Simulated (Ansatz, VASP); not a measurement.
**Two plane-wave programs on PbS**

```
CELL_PARAMETERS angstrom
2.15086 1.24180 3.72144
-2.15086 1.24180 3.72144
0.00000 -2.48360 3.72144
ATOMIC_POSITIONS crystal
Pb 0.98636 0.98636 0.98636
S 0.46924 0.46924 0.46924
```

Alike in both runs: task single point; functional PBEsol; k mesh 9 × 9 × 9; occupations gaussian, width 0.02 eV; no spin polarisation.

|  | VASP | Ansatz |
| --- | --- | --- |
| version | VASP 6.6.1 | Ansatz 0.2.0 |
| potentials or method | VASP PAW PBE potentials, release 64 (Pb_d, S) | scalar-relativistic, plane waves, PAW |
| plane-wave cutoff (eV) | 520 | 420 |
| valence electrons in the cell | 20 | 20 |

```csv
,VASP,Ansatz,Ansatz less VASP
gap on the k mesh at the Fermi level (eV),0.85,0.84,-0.003
least direct gap on the mesh (eV),0.94,0.94,-0.003
pressure (GPa),-6.1,-6.1,+0.05
largest component of the traceless stress (GPa),1.21,1.21,0.000
rms of the force components (eV/Å),0.103,0.104,+0.0007
```

Atom by atom the forces differ by 0.001 eV/Å (rms over components). With one functional, cell and mesh, what is left measures potentials, basis and numerics.

Caveats: the PAW data sets were made with another functional, which shifts forces and pressure a little (VASP). The runs have no spin-orbit coupling, so splittings on Pb are missing.
